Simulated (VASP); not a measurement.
# ZnCu: vacancies and antisites compared, part 4 of 6

Which native defect is cheapest in ZnCu, and how does that change with the growth condition? The start is a cell from a database of measured crystal structures.

VASP 6.6.1, plane waves and PAW; the level of theory is named at each step.

So far. Step 5 (Reference Zn): The run ended after 8 ionic steps, 0.006 eV below its first step, once forces and stress met EDIFFG = -0.02. Step 5 (Reference Zn): Energy at zero smearing: -2.20909 eV.

**6. Relaxing the defect, 53 atoms, defect Zn vacancy**

This step: PBE; plane waves and PAW (Zn, Cu) (VASP 6.6.1).

System of this step: Zn26Cu27. The cell holds 53 atoms: 26 Zn and 27 Cu. Cell: a = 8.890 Å, b = 8.890 Å, c = 8.890 Å, α = 90.0°, β = 90.0°, γ = 90.0°. It derives from ZnCu. Nearest the centre at fractional (0.167, 0.167, 0.167): Cu40 at 2.57 Å, Cu31 at 2.57 Å, Cu37 at 2.57 Å, Cu39 at 2.57 Å, Cu28 at 2.57 Å, Cu36 at 2.57 Å, Cu30 at 2.57 Å, Cu27 at 2.57 Å.

The host is treated as a metal, since its gap is under 0.3 eV or closed. The run keeps 48 symmetry operations, which cuts the number of k-points but bars distortions that break them. The atoms relax at the host's fixed cell.

The input, INCAR:

```
SYSTEM = Zn26Cu27
PREC = Normal
ENCUT = 300
EDIFF = 1E-05
NELM = 120
ISMEAR = 1
SIGMA = 0.2
LREAL = Auto
ALGO = Fast
GGA = PE
NBANDS = 360
LASPH = .TRUE.
LORBIT = 11
LWAVE = .FALSE.
LCHARG = .TRUE.
KPAR = 4
NCORE = 2
IBRION = 2
NSW = 50
ISIF = 2
EDIFFG = -0.03
POTIM = 0.4
MAXMIX = 40
ISYM = 2
```

The input, POSCAR:

```
Zn26Cu27
1.0
    8.8895031273      0.0000000000      0.0000000000
    0.0000000000      8.8895031273      0.0000000000
    0.0000000000      0.0000000000      8.8895031273
Zn Cu
26 27
Direct
    0.1666666700      0.1666666700      0.5000000000
    0.1666666700      0.1666666700      0.8333333300
    0.1666666700      0.5000000000      0.1666666700
    0.1666666700      0.5000000000      0.5000000000
    0.1666666700      0.5000000000      0.8333333300
    0.1666666700      0.8333333300      0.1666666700
    0.1666666700      0.8333333300      0.5000000000
    0.1666666700      0.8333333300      0.8333333300
    0.5000000000      0.1666666700      0.1666666700
    0.5000000000      0.1666666700      0.5000000000
    0.5000000000      0.1666666700      0.8333333300
    0.5000000000      0.5000000000      0.1666666700
    0.5000000000      0.5000000000      0.5000000000
    0.5000000000      0.5000000000      0.8333333300
    0.5000000000      0.8333333300      0.1666666700
    0.5000000000      0.8333333300      0.5000000000
    0.5000000000      0.8333333300      0.8333333300
    0.8333333300      0.1666666700      0.1666666700
    0.8333333300      0.1666666700      0.5000000000
    0.8333333300      0.1666666700      0.8333333300
    0.8333333300      0.5000000000      0.1666666700
    0.8333333300      0.5000000000      0.5000000000
    0.8333333300      0.5000000000      0.8333333300
    0.8333333300      0.8333333300      0.1666666700
    0.8333333300      0.8333333300      0.5000000000
    0.8333333300      0.8333333300      0.8333333300
    0.0000000000      0.0000000000      0.0000000000
    0.0000000000      0.0000000000      0.3333333300
    0.0000000000      0.0000000000      0.6666666700
    0.0000000000      0.3333333300      0.0000000000
    0.0000000000      0.3333333300      0.3333333300
    0.0000000000      0.3333333300      0.6666666700
    0.0000000000      0.6666666700      0.0000000000
    0.0000000000      0.6666666700      0.3333333300
    0.0000000000      0.6666666700      0.6666666700
    0.3333333300      0.0000000000      0.0000000000
    0.3333333300      0.0000000000      0.3333333300
    0.3333333300      0.0000000000      0.6666666700
    0.3333333300      0.3333333300      0.0000000000
    0.3333333300      0.3333333300      0.3333333300
    0.3333333300      0.3333333300      0.6666666700
    0.3333333300      0.6666666700      0.0000000000
    0.3333333300      0.6666666700      0.3333333300
    0.3333333300      0.6666666700      0.6666666700
    0.6666666700      0.0000000000      0.0000000000
    0.6666666700      0.0000000000      0.3333333300
    0.6666666700      0.0000000000      0.6666666700
    0.6666666700      0.3333333300      0.0000000000
    0.6666666700      0.3333333300      0.3333333300
    0.6666666700      0.3333333300      0.6666666700
    0.6666666700      0.6666666700      0.0000000000
    0.6666666700      0.6666666700      0.3333333300
    0.6666666700      0.6666666700      0.6666666700
```

The input, KPOINTS:

```
Automatic mesh
0
Monkhorst-Pack
3 3 3
0 0 0
```

The projector-augmented-wave data sets are Zn and Cu (PBE family, release 64).

Launch:

```console
> mpirun -np 8 vasp_std
```

Output:

```text
[banner, memory and clock lines left out]
running    8 mpi-ranks, on    1 nodes
 distrk:  each k-point on    2 cores,    4 groups
 distr:  one band on    2 cores,    1 groups

 POSCAR found type information on POSCAR ZnCu
 POSCAR found :  2 types and      53 ions
 LDA part: xc-table for (Slater+PW92), standard interpolation
 POSCAR, INCAR and KPOINTS ok, starting setup
 FFT: planning ... GRIDC
 FFT: planning ... GRID_SOFT
 FFT: planning ... GRID
 WAVECAR not read
 entering main loop
       N       E                     dE             d eps       ncg     rms          rms(c)
DAV:   1     0.511460720878E+04    0.51146E+04   -0.17725E+05  2880   0.192E+03
DAV:   2     0.741943972542E+03   -0.43727E+04   -0.42379E+04  2880   0.510E+02
DAV:   3    -0.113297021099E+03   -0.85524E+03   -0.80285E+03  2880   0.228E+02
DAV:   4    -0.160013483598E+03   -0.46716E+02   -0.45516E+02  3240   0.682E+01
DAV:   5    -0.160932995119E+03   -0.91951E+00   -0.91446E+00  3472   0.957E+00    0.482E+01
RMM:   6    -0.156365333083E+03    0.45677E+01   -0.39323E+02  2880   0.730E+01    0.325E+01
RMM:   7    -0.132905612823E+03    0.23460E+02   -0.11336E+02  2883   0.393E+01    0.106E+01
RMM:   8    -0.132880117760E+03    0.25495E-01   -0.15223E+00  2885   0.409E+00    0.566E+00
RMM:   9    -0.132817962212E+03    0.62156E-01   -0.80658E-01  2904   0.278E+00    0.179E+00
RMM:  10    -0.132784265403E+03    0.33697E-01   -0.31333E-01  2954   0.169E+00    0.426E-01
RMM:  11    -0.132794116696E+03   -0.98513E-02   -0.13697E-01  2988   0.690E-01    0.359E-01
RMM:  12    -0.132794412995E+03   -0.29630E-03   -0.17279E-02  2953   0.430E-01    0.192E-01
RMM:  13    -0.132794952236E+03   -0.53924E-03   -0.99087E-03  3255   0.233E-01    0.149E-01
RMM:  14    -0.132794816459E+03    0.13578E-03   -0.14976E-03  2897   0.128E-01    0.727E-02
RMM:  15    -0.132794768508E+03    0.47950E-04   -0.50143E-04  2951   0.613E-02    0.227E-02
RMM:  16    -0.132794779416E+03   -0.10907E-04   -0.11652E-04  2610   0.249E-02    0.154E-02
RMM:  17    -0.132794780898E+03   -0.14821E-05   -0.24630E-05  1825   0.156E-02
   1 F= -.13279478E+03 E0= -.13280395E+03  d E =-.132795E+03
 curvature:   0.00 expect dE= 0.000E+00 dE for cont linesearch  0.000E+00
 trial: gam= 0.00000 g(F)=  0.340E-01 g(S)=  0.000E+00 ort = 0.000E+00 (trialstep = 0.100E+01)
 search vector abs. value=  0.340E-01
 bond charge predicted
       N       E                     dE             d eps       ncg     rms          rms(c)
DAV:   1    -0.132818155898E+03   -0.23376E-01   -0.73484E+00  3088   0.457E+00    0.203E-01
RMM:   2    -0.132824260360E+03   -0.61045E-02   -0.63522E-02  2892   0.908E-01    0.229E-01
RMM:   3    -0.132825672507E+03   -0.14121E-02   -0.23961E-02  2929   0.466E-01    0.204E-01
RMM:   4    -0.132825582310E+03    0.90197E-04   -0.95986E-03  2925   0.326E-01    0.975E-02
RMM:   5    -0.132825878716E+03   -0.29641E-03   -0.38753E-03  3446   0.151E-01    0.900E-02
RMM:   6    -0.132825789916E+03    0.88800E-04   -0.23858E-04  3011   0.515E-02    0.463E-02
RMM:   7    -0.132825778891E+03    0.11025E-04   -0.10541E-04  2753   0.276E-02    0.299E-02
RMM:   8    -0.132825770196E+03    0.86948E-05   -0.56198E-05  2331   0.202E-02
   2 F= -.13282577E+03 E0= -.13283582E+03  d E =-.309893E-01
[... from here on, the cycles between the ionic steps are left out ...]
   3 F= -.13286911E+03 E0= -.13288106E+03  d E =-.743261E-01
   4 F= -.13289108E+03 E0= -.13290707E+03  d E =-.963028E-01
   5 F= -.13292232E+03 E0= -.13293888E+03  d E =-.312318E-01
   6 F= -.13299253E+03 E0= -.13301046E+03  d E =-.101447E+00
   7 F= -.13298242E+03 E0= -.13300104E+03  d E =-.913324E-01
   8 F= -.13301549E+03 E0= -.13303407E+03  d E =-.124410E+00
   9 F= -.13305494E+03 E0= -.13307117E+03  d E =-.394466E-01
  10 F= -.13305774E+03 E0= -.13307320E+03  d E =-.422498E-01
  11 F= -.13306654E+03 E0= -.13308138E+03  d E =-.880119E-02
 trial-energy change:   -0.008801  1 .order   -0.008332   -0.012138   -0.004526
 step:   4.3025(harm=  4.9269)  dis= 0.01136  next Energy=  -133.067462 (dE=-0.972E-02)
 bond charge predicted
       N       E                     dE             d eps       ncg     rms          rms(c)
DAV:   1    -0.133066551959E+03   -0.21569E-05   -0.15192E+00  3056   0.196E+00    0.910E-02
RMM:   2    -0.133067445528E+03   -0.89357E-03   -0.93507E-03  2905   0.372E-01    0.511E-02
RMM:   3    -0.133067707099E+03   -0.26157E-03   -0.28690E-03  2918   0.139E-01    0.256E-02
RMM:   4    -0.133067762427E+03   -0.55328E-04   -0.65608E-04  3745   0.654E-02    0.200E-02
RMM:   5    -0.133067761565E+03    0.86243E-06   -0.27144E-05  1726   0.128E-02
  12 F= -.13306776E+03 E0= -.13308233E+03  d E =-.100181E-01
 curvature:  -2.62 expect dE=-0.139E-02 dE for cont linesearch -0.513E-04
 trial: gam= 0.08468 g(F)=  0.530E-03 g(S)=  0.000E+00 ort = 0.304E-03 (trialstep = 0.333E+01)
 search vector abs. value=  0.615E-03
 reached required accuracy - stopping structural energy minimisation
```

It took 17 min on 8 MPI ranks of AMD EPYC 7R43, shared host; peak memory 2.4 GiB.

Parts of OUTCAR (step 6):

```text
   NELECT =     609.0000    total number of electrons

 E-fermi :   5.1917

 k-point     1 :       0.0000    0.0000    0.0000
  band No.  band energies     occupation
    ...
    299       5.1539      1.31403
    300       5.1539      1.31392
    301       5.1539      1.31392
    302       5.1919      0.99840
    303       5.1919      0.99840
    304       5.3268      0.09799
    305       5.3269      0.09784
    306       5.3269      0.09784
    307       5.3428      0.04469
    308       5.7711     -0.00033
    ...

  Total       -8.4247697     -8.4247697     -8.4247697     -0.0000000     -0.0000000      0.0000000
  in kB      -19.2148129    -19.2148129    -19.2148129     -0.0000000     -0.0000000      0.0000000
  external PRESSURE =     -19.2148129 kB  Pullay stress =       0.0000000 kB

 POSITION                                       TOTAL-FORCE (eV/Angst)
 -----------------------------------------------------------------------------------
      1.48158      1.48158      4.49727        -0.000000      0.000000      0.023526
      1.48158      1.48158      7.35540        -0.000000      0.000000     -0.023526
      1.48158      4.49727      1.48158        -0.000000      0.023526      0.000000
      1.48158      4.40718      4.40718        -0.000000      0.000245      0.000245
      1.48158      4.40718      7.44549        -0.000000      0.000245     -0.000245
      1.48158      7.35540      1.48158        -0.000000     -0.023526      0.000000
      1.48158      7.44549      4.40718        -0.000000     -0.000245      0.000245
      1.48158      7.44549      7.44549        -0.000000     -0.000245     -0.000245
      4.49727      1.48158      1.48158         0.023526      0.000000      0.000000
      4.40718      1.48158      4.40718         0.000245      0.000000      0.000245
      4.40718      1.48158      7.44549         0.000245      0.000000     -0.000245
      4.40718      4.40718      1.48158         0.000245      0.000245      0.000000
      4.42459      4.42459      4.42459         0.015795      0.015795      0.015795
      4.42459      4.42459      7.42808         0.015795      0.015795     -0.015795
      4.40718      7.44549      1.48158         0.000245     -0.000245      0.000000
      4.42459      7.42808      4.42459         0.015795     -0.015795      0.015795
      4.42459      7.42808      7.42808         0.015795     -0.015795     -0.015795
      7.35540      1.48158      1.48158        -0.023526      0.000000      0.000000
      7.44549      1.48158      4.40718        -0.000245      0.000000      0.000245
      7.44549      1.48158      7.44549        -0.000245      0.000000     -0.000245
      7.44549      4.40718      1.48158        -0.000245      0.000245      0.000000
      7.42808      4.42459      4.42459        -0.015795      0.015795      0.015795
      7.42808      4.42459      7.42808        -0.015795      0.015795     -0.015795
      7.44549      7.44549      1.48158        -0.000245     -0.000245      0.000000
[...]
-----------------------------------------------------------------------------------
    total drift:                               -0.017266     -0.017131     -0.014099

  FREE ENERGIE OF THE ION-ELECTRON SYSTEM (eV)
  ---------------------------------------------------
  free  energy   TOTEN  =      -133.0677615647 eV

  energy  without entropy=     -133.1114540656  energy(sigma->0) =     -133.08232573

[... 7 parts as in an earlier step ...]

[... 9 further parts left out ...]
```

Step by step:

```
step  energy less that of the first step (eV)  largest force (eV/Å)
   1                                   0.0000                0.2911
   2                                  -0.0310                0.2478
   3                                  -0.0743                0.1874
   4                                  -0.0963                0.2716
   5                                  -0.1275                0.2735
   6                                  -0.1978                0.2691
   7                                  -0.1876                0.2097
   8                                  -0.2207                0.2567
   9                                  -0.2602                0.0787
  10                                  -0.2630                0.0869
  11                                  -0.2718                0.0309
  12                                  -0.2730                0.0274
```

The atoms that moved most (Å):

```csv
atom,dx,dy,dz,length
Cu27,0.117,0.117,0.117,0.203
Cu28,0.117,0.117,-0.117,0.203
Cu30,0.117,-0.117,0.117,0.203
Cu36,-0.117,0.117,0.117,0.203
Cu37,-0.117,0.117,-0.117,0.203
Cu39,-0.117,-0.117,0.117,0.203
Cu31,0.117,-0.117,-0.117,0.203
Cu40,-0.117,-0.117,-0.117,0.203
```

This step gave:

* electronic cycles: 134
* electrons: 609
* free energy (TOTEN): -133.0678 eV
* energy at zero smearing: -133.0823 eV
* Fermi energy: 5.192 eV

Valence density in the ac plane at fractional y = 0.167, through the centre, with atoms of Zn within 0.45 Å of it. It is the smooth field of the valence electrons, not physical close to the nuclei.

Ten steps, logarithmic in the rise over the least value, from '_' (0 e/Å³) to '@' (16 e/Å³), each cell a mean:
```
..................................................
....::::--::..........--==--::........::--==::....
....--**##**--......--**%%##==......::==##%%**--..
..::++%%@@%%==......==%%@@@@++::....::**@@@@%%==..
..::++%%@@%%==......--##@@%%++......::++%%%%##--..
....--++**++::......::==++==::........::++++--::..
......::::::......................................
..................................................
..................................................
....::--==--::........::--::..........::----::....
....==##%%##--......::**####--........==####++::..
..::++%%@@%%==......==%%@@@@++::....::**@@@@##--..
....==##@@##==......--##@@%%++::....::++%%@@##--..
....::==++==::......::++**++--........--++**==::..
......................::::::............::::......
..................................................
......______......................................
....__________........::----::........::----::....
..______________....::++####++::....::++####++::..
__________________..--##@@@@##::....--##@@@@##--..
__________________..::**@@%%**::....::**@@%%**::..
..______________....::--++++--......::--++++--::..
....__________..........::::............::::......
......______......................................
```
Columns run along a (8.9 Å), rows up along c (8.9 Å). Atoms in or near the plane, at fractional coordinates: Zn at (0.17, 0.51), Zn at (0.17, 0.83), Zn at (0.51, 0.17), Zn at (0.50, 0.50), Zn at (0.50, 0.84), Zn at (0.83, 0.17), Zn at (0.84, 0.50), Zn at (0.84, 0.84).

The run ended after 12 ionic steps, 0.273 eV below its first step, once the forces on the free atoms met EDIFFG = -0.03.

The 8 first neighbours (Cu) lie 2.57 Å from the site in the perfect crystal and 2.36 Å on average after the relaxation (-7.9 %).

**7. This defect's formation energies, 53 atoms, defect vacancy, element Zn**

This step: point defect, PBE; plane waves and PAW (VASP 6.6.1).

This step runs nothing: it gathers the runs above.

This step gave:

- formation energy of the neutral defect: 0.8299 eV
- host formation enthalpy: -0.08450 eV/atom

Formation energy:

```csv
formation energy (eV),largest move (Å)
0.8299,0.2026
```

The formation energy is the energy of the relaxed defect cell less that of the perfect cell, with each removed atom booked to its reference and each added atom taken from it.

References, in eV an atom: Cu -3.727 (crystal Fm-3m) and Zn -1.105 (crystal P6_3/mmc). They were run at the supercell's cutoff and functional, without U, and count both elements from their own phases.

The formation energy is 0.830 eV, and the largest move of an atom 0.20 Å.

[end of part 4 of 6]

[Lines on the potential files, build, host, timing and source positions are cut from VASP's logs without a mark.]

[Logs are printed without paths, hosts, clocks, repeated set-up lines and the standing remarks that a program may print on its own settings, such as how far it seeks lower states.]

[Hosts, paths, dates, database ids (printed as entryN), source tags and the programs' standing remarks are cut or masked in the printed files.]

[In band tables of VASP the shares of atoms and orbitals are scaled to a sum of 1 inside the atoms' spheres.]

[Runs that stopped without an error message from VASP are left out.]
